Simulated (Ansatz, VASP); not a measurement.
## Cs in VASP and in Ansatz

```xyz
1
Lattice="-3.0623 3.0623 3.0623 3.0623 -3.0623 3.0623 3.0623 3.0623 -3.0623" Properties=species:S:1:pos:R:3 pbc="T T T"
Cs    0.0000    0.0000    0.0000
```

Change from the starting cell: volume scaled by 1.04, PAW files.

Alike in both runs: task electric field gradients; functional LDA; k mesh 9 × 9 × 9; occupations fermi-dirac, width 0.05 eV; no spin polarisation.

```csv
,VASP,Ansatz
version,VASP 6.6.1,Ansatz 0.2.0
potentials or method,"VASP PAW LDA potentials, release 64 (Cs_sv)","PAW with Ansatz's default frozen-core files, scalar-relativistic"
plane-wave cutoff (eV),520,420
valence electrons in the cell,9,9
```

```csv
,VASP,Ansatz,Ansatz less VASP
pressure (GPa),-0.3,-0.3,+0.01
Vzz of the field gradient on the site that differs most (V/Å²),0.0,0.0,0.00
```

Ansatz warned: «gradients_without_spin_orbit».

Spin-orbit coupling is left out, which matters for the levels of Cs.
